**How far do the layers of WS₂ shift each other's energy levels?**

Tungsten disulfide is a stack of S–W–S layers, strongly bonded inside and only loosely held to one another. On the mesh of wave vectors used here, the lowest empty level lies about 1.1 eV above the highest filled one. At one and the same wave vector, which says how the phase of an electron's wave changes from cell to cell, the smallest gap is about 2.2 eV. A finer mesh could find smaller gaps, and functionals of this kind usually give gaps below the measured ones. The problem is to find the levels at one wave vector from those at another, using only the way in which neighbouring layers touch.

Levels of WS₂ (P6₃/mmc, 6 atoms per cell) from ABINIT 10.8.3, plane-wave DFT with the PBEsol functional and JTH PAW PBE v2.0 datasets, without spin polarisation, spin-orbit coupling or dispersion correction. The k mesh is 8×8×2, the plane-wave cutoff 544.228 eV and the Fermi-Dirac smearing width 0.05 eV. Energies are counted from the valence top on the mesh.

```
point a (reciprocal cell vector)  point b (reciprocal cell vector)  point c (reciprocal cell vector)  level under 4 (eV)  level under 3 (eV)  level under 2 (eV)  level under 1 (eV)  level over 1 (eV)  level over 2 (eV)
                          0.0000                            0.0000                            0.0000                   ?                   ?                   ?                   ?                  ?                  ?
                          0.3750                            0.0000                            0.0000              -2.161              -2.035              -2.005              -1.717              1.907              1.951
                          0.1250                            0.1250                            0.0000              -2.073              -1.487              -1.315              -1.192              1.224              1.899
                          0.3750                            0.2500                            0.0000              -2.951              -2.685              -0.938              -0.741              1.436              1.437
                          0.0000                            0.0000                            0.5000              -2.262              -2.262              -0.304              -0.304              2.246              2.246
                          0.1250                            0.0000                            0.5000              -2.045              -2.045              -0.617              -0.617              1.981              1.981
                          0.2500                            0.0000                            0.5000              -2.289              -2.289              -1.479              -1.479              1.743              1.743
```

The columns point a, point b and point c give the wave vector as fractions of the reciprocal cell vectors. The first two describe how the wave varies within the layers, the third how it varies across them. Under 1 is the highest filled level at a point and over 1 the lowest empty one. Energies are counted from the highest filled level of the whole mesh. Level points are numbered by row, from the top of this table. The point (0, 0, 0), level point 1, is called Γ, and (0, 0, ½), level point 5, is called A.

## (a) Why do the levels at point c = ½ come in equal pairs, and where is the zero of energy?

**Solution.** The unit cell holds two equal layers, so each orbital of a single layer appears twice. Take one layer and look at its neighbours above and below. They are copies of the same second layer, one cell height apart. At point c = ½ the wave changes sign over that height, so the two neighbours pull on the same kind of orbital with opposite signs and their effects cancel.

The screw axis of the crystal, which turns one layer into the next, makes the pairing exact at every wave vector with point c = ½ when spin-orbit coupling is left out, as it is here. All three rows with point c = ½ show it. These pairs belong to the two layers and have nothing to do with the two spin directions. At point c = 0 both neighbours act with the same sign, and the pairs are free to split.

None of the known rows reaches zero, so the highest filled level lies elsewhere on the mesh. The top pair sits at −0.304 eV at A and drops by 0.313 eV at the first step sideways, to level point 6. Among the known points with point c = ½, the top filled band is thus highest at A. This points to Γ, directly below A, as the place of the zero.

## (b) Predict the four filled and two empty levels at Γ.

**Solution.** The simplest picture gives each layer one orbital and lets it interact only with the same orbital in the next layers. Its energies are

E = E₀ ± 2t cos(πz),

where E₀ is the energy without this interaction, t is the coupling between neighbouring layers and z is the value of point c. The factor 2 counts the neighbours above and below. At A the cosine vanishes and both levels lie at E₀. At Γ it equals one, and the levels lie 2t above and below E₀.

For the top pair, A gives E₀ = −0.304 eV. If the upper level at Γ is the zero of energy, then 2t = 0.304 eV and t = 0.152 eV. The lower level follows as −0.304 − 0.304 = −0.608 eV. Two pieces of information fix the two constants: the level at A and the assumed position of the zero. The upper level is thus an input, and only the lower one tests the formula.

The next filled pair at A lies at −2.262 eV. I take its orbitals to point sideways, within the layers, so that they hardly feel the next layer. The threefold symmetry at Γ makes such orbitals form doublets, two levels of equal energy. A guessed upward shift of 0.05 eV allows for the fact that the list picks the upper members of a slightly split group. This is the least secure forecast, because the pair could split as strongly as the top one, or a sulfur p<sub>z</sub> level, with lobes pointing across the gap between the layers, could intrude.

The empty levels are better guarded. The smallest energy between filled and empty levels at one and the same mesh point is 1.436 + 0.741 = 2.177 eV, at level point 4. Γ belongs to the mesh and cannot undercut this value, so over 1 must lie at 2.18 eV or higher if under 1 is zero. A splitting as strong as that of the top pair would put it at 2.246 − 0.304 = 1.942 eV, which is forbidden. I therefore place both empty levels midway between the floor and their value at A.

The forecasts, with ranges that are judgements and not statistical errors, are:

- under 1: 0.00 ± 0.05 eV
- under 2: −0.61 ± 0.15 eV
- under 3 and under 4: −2.21 ± 0.30 eV each, expected as a doublet
- over 1: 2.21 eV, between 2.18 and 2.40 eV
- over 2: 2.21 eV, between 2.18 and 2.50 eV, expected as a doublet with over 1

Level point 3 is a warning against too much trust in weak splitting. Its two empty levels lie 0.675 eV apart.

## (c) Compare the forecasts with the computed levels. What did the simple picture get wrong?

The withheld rows as computed:

```
point a (reciprocal cell vector)  point b (reciprocal cell vector)  point c (reciprocal cell vector)  level under 4 (eV)  level under 3 (eV)  level under 2 (eV)  level under 1 (eV)  level over 1 (eV)  level over 2 (eV)
                          0.0000                            0.0000                            0.0000              -2.240              -1.537              -1.124               0.000              2.249              2.252
```

**Solution.** Four of the six levels fall within their ranges, and Γ is indeed the place of the highest filled level. The other two miss badly. Under 2 lies at −1.124 eV, about 0.52 eV below its forecast and more than three times the stated range away. Under 3 lies at −1.537 eV, about 0.68 eV above its forecast and more than twice the range away.

Counting levels shows what happened to under 3. Above −2.2 eV there are three levels at Γ but only two at A. Bands run continuously between the two points, so one of the three must sink to −2.262 eV or lower on the way. Even if it starts from the lowest of them, it falls by at least 2.262 − 1.537 = 0.725 eV. A level that moves so far when only the phase between layers changes must feel the next layer strongly.

Theory has a natural candidate: the sulfur p<sub>z</sub> level named in (b) as a risk. Sulfur atoms form both faces of each layer, and their p<sub>z</sub> lobes meet those of the next layer across the gap. The energies alone don't identify the orbital, but its large movement fits this picture.

The same orbital can explain the miss of under 2. Each layer has two kinds of state with lobes on its faces. In the even kind the lobes on the two faces are mirror images of each other; in the odd kind one of them has the opposite sign. Near Γ and A the top filled band is expected to be mainly of the even kind, built from a tungsten d orbital along the stacking direction and sulfur p<sub>z</sub>. The simple formula let even states interact only with even states.

An even state also touches the odd states of its neighbours, with one sign above and the opposite sign below. At Γ, where both neighbours have the same phase, these two contacts cancel. At A, where the neighbours have opposite phases, they add up. The point at which like states stop interacting is thus the very point at which unlike states interact most.

Two interacting levels push each other apart. The nearest odd states at A are expected to lie lower, so they would push the top pair upwards. On this account the value of −0.304 eV was not the energy of an undisturbed layer, as the formula had assumed, but already a raised one. The pairs at A are equal, yet equal does not mean uncoupled.

The levels at Γ show how far the formula is off. The energies don't decide which filled level is the lower partner of the top one. If it is under 2, the centre of the split pair is (0 − 1.124)/2 = −0.562 eV, which is 0.258 eV below the pair at A. If it is a lower level, the centre lies deeper still. In both cases the symmetric splitting about the value at A, on which the forecast rested, fails by a quarter of an electronvolt or more.

Under 4 and the two empty levels show the opposite behaviour. The empty levels lie at 2.249 and 2.252 eV, within 0.01 eV of their value at A. Under 4, at −2.240 eV, also stays close to the lower filled pair there. This is what orbitals pointing sideways should do, since they reach little across the gap.

The expected doublets fared less well than the energies. Under 3 and under 4 are 0.703 eV apart and plainly don't form one. Under 4 may still have an equal partner, because the list ends there and would not show it. The two empty levels differ by 0.003 eV, whereas a doublet required by symmetry would be exactly equal. If this difference is real and not a numerical remainder, it speaks against purely sideways orbitals, which must form exact doublets at Γ. The forecast was right about where these levels lie, but their character remains unconfirmed.

The levels thus fall into two groups. Between A and Γ, some move by three tenths of an electronvolt or more, others by a few hundredths or less. The direction of the orbitals, across the gap or within the layer, is a likely reason, but the energies alone can't prove it. These sizes hold for the layer spacing of this calculation, because the overlap of the lobes shrinks as the layers move apart. Spin-orbit coupling, which is strong in tungsten, is left out and would shift or split some of the levels. A better estimate from A would include both kinds of face state; a single orbital per layer gets the pairing right and the splitting wrong.
